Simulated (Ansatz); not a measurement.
## Ni under changes of volume

One of the cells (10.569 Å³/atom); the others are scaled copies at fixed shape and fractional positions:

```
CELL_PARAMETERS angstrom
2.44802 0.00000 0.00000
-1.22401 2.12005 0.00000
0.00000 0.00000 4.07281
ATOMIC_POSITIONS crystal
Ni 0.66667 0.33333 0.75000
Ni 0.33333 0.66667 0.25000
```

This isn't the form of Ni at room conditions, which is fcc.

- Program: Ansatz 0.2.0
- Functional: LDA
- Potentials or basis: Ansatz PAW
- Cutoff: 420 eV (not typed: the program's choice for these potentials)
- k mesh: 12 × 12 × 7
- Occupations: fermi-dirac, width 0.05 eV
- Spin: collinear spin, ferromagnetic start
- Starting moments: [1.0, 1.0] μB

| volume (Å³/atom) | energy over the lowest point (meV/atom) | pressure (GPa) | moment (μB per cell) |
| --- | --- | --- | --- |
| 9.935 | 0.69 | 3.3 | 1.17 |
| 10.146 | 0.00 | -2.0 | 1.19 |
| 10.357 | 5.93 | -6.7 | 1.22 |
| 10.569 | ? | ? | ? |
| 10.780 | 34.67 | -14.6 | 1.26 |
| 10.992 | 56.22 | -17.8 | 1.28 |
| 11.203 | 81.82 | -20.7 | 1.30 |

Task: What does the run at 10.569 Å³/atom give?

Result: Energy over the lowest point 17.71 meV/atom; pressure -10.9 GPa; moment 1.24 μB per cell.

Worked out: A Birch-Murnaghan fit of order 3 (a polynomial in V^(-2/3)) to the other rows has its minimum at 10.06 Å³/atom with B0 = V·E''(V) = 250 GPa and B' = 4.8 at fixed shape and positions, which overstates the stiffness. It gives 17.73 meV/atom at 10.569 Å³/atom, against the run's 17.71, and -dE/dV = -11.0 GPa, against -10.9. A straight line through the other rows of the moment, of slope 0.103 μB per Å³/atom, gives 1.24 μB, against the run's 1.24.

Energies are extrapolated to zero smearing.

Caveats: the PAW data sets come from PBE, with cores solved anew for the run's functional, which leaves a small shift of forces and pressure.
